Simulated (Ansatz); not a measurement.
# Hg (bcc type): the cost of one run

Computed with Ansatz 0.2.0 (DFT PBE, with the methods named in each step, unless a step's input says otherwise).

## Step 1: The structure to begin with

The structure is cubic, space group Im-3m (No. 229). Conventional cell: a = 3.876 Å, b = 3.876 Å, c = 3.876 Å, α = 90.00°, β = 90.00°, γ = 90.00°. Around Hg (site symmetry m-3m) lie 8 Hg at 3.36 Å.

Coordinates:

```
CELL_PARAMETERS angstrom
-1.93778 1.93778 1.93778
1.93778 -1.93778 1.93778
1.93778 1.93778 -1.93778
ATOMIC_POSITIONS crystal
Hg 0.00000 0.00000 0.00000
```

Whether this phase is the stable one at these pressures isn't tested.

## Step 2: The reference volume, LAPW

Contents of input.yaml:

```yaml
crystal:
  lattice:
    - [-1.9377811454, 1.9377811454, 1.9377811454]
    - [1.9377811454, -1.9377811454, 1.9377811454]
    - [1.9377811454, 1.9377811454, -1.9377811454]
  atoms:
    - { symbol: Hg, position: [0.0, 0.0, 0.0] }
kpoints:
  mp_grid: { grid: [14, 14, 14] }
  band_path:
    path:
      - [0.0, 0.0, 0.0]
      - [0.5, -0.5, 0.5]
      - [0.0, 0.0, 0.5]
      - [0.0, 0.0, 0.0]
      - [0.25, 0.25, 0.25]
      - [0.5, -0.5, 0.5]
      - [0.25, 0.25, 0.25]
      - [0.0, 0.0, 0.5]
    npoints: 14
scf:
  occupations: { method: fermi_dirac, width: 0.1 }
hamiltonian:
  xc: pbe
  pseudopotentials: { kind: all_electron, lapw: { basis_error: 0.001 } }
output:
  forces: true
  stress: true
  eigenvalues: true
  populations: true
  dos: { projected: true, de: 0.2, e_range: [-14, 8] }
```

On the command line:

```bash
$ ansatz run input.yaml --threads 1 --pin off --max-ram 2048MiB --backend cpu --events-out ev --progress --plain --runs-dir out
```

Q: Estimate wall time and peak memory on 1 thread of Arm Neoverse V1, shared host.

About 13 s, with a peak of 0.29 GiB.
